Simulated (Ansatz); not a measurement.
## HfN: equation of state with PBE

The system is HfN.

```xyz
2
Lattice="0.0000 2.2560 2.2560 2.2560 0.0000 2.2560 2.2560 2.2560 0.0000" Properties=species:S:1:pos:R:3 pbc="T T T"
Hf    0.0000    0.0000    0.0000
N     2.2560    2.2560    2.2560
```

```
Program             : Ansatz 0.2.0
Task                : equation of state
Functional          : PBE
Potentials or basis : all-electron LAPW, scalar-relativistic
Basis error allowed : 0.0005 eV/atom
k mesh              : 10 × 10 × 10
Occupations         : fermi-dirac, width 0.05 eV
Spin                : no spin polarisation
```

```
Equilibrium volume                      : 11.76 Å³/atom
Bulk modulus                            : 263 GPa
Pressure derivative of the bulk modulus : 4.3
```

Energy against volume, from the lowest point:
```tsv
volume (Å³/atom)	energy (meV/atom)
10.793	75.89
11.023	42.50
11.252	19.38
11.482	5.51
11.712	0.00
11.941	2.02
12.171	10.82
```

All runs of the series together: 85 s on 1 thread of Arm Neoverse V2, on a shared host.

Spin-orbit coupling is left out, which matters for the levels of Hf. Zero-point motion and thermal expansion aren't in these numbers.
